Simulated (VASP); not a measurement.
Here is a VASP 6.6.1 calculation.

The input INCAR:

```
  PREC = Accurate
  ENCUT = 520
  EDIFF = 1E-7
  ISMEAR = -1
  SIGMA = 0.1
  LREAL = F
  LASPH = T
  NELM = 80
  ALGO = Normal
  ISIF = 2
  LWAVE = F
  LCHARG = F
  GGA = RE
  NBANDS = 22
```

The input KPOINTS:

```
Automatic mesh
0
Gamma
  5 5 5
```

Contents of POSCAR:

```
Li
1.0
    5.5341650381      0.0000000000      0.0000000000
    0.0000000000      5.5341650381      0.0000000000
    0.0000000000      0.0000000000      5.5341650381
Li
8
Direct
    1.0000000000      1.0000000000      0.0000000000
    0.5000000000      0.5000000000      0.5000000000
    0.2500000000      1.0000000000      0.5000000000
    0.7500000000      1.0000000000      0.5000000000
    0.5000000000      0.2500000000      0.0000000000
    0.5000000000      0.7500000000      0.0000000000
    0.0000000000      0.5000000000      0.2500000000
    0.0000000000      0.5000000000      0.7500000000
```

Potentials or basis: VASP PAW PBE potentials, release 64 (Li_sv).

Run with:

```sh
$ cat potpaw_PBE.64/Li_sv/POTCAR > POTCAR
$ mpirun -np 1 vasp_std > vasp.out
```

(1) What does it give for the band gap on the k mesh?

Results:

(1) none (metal or under the smearing width).
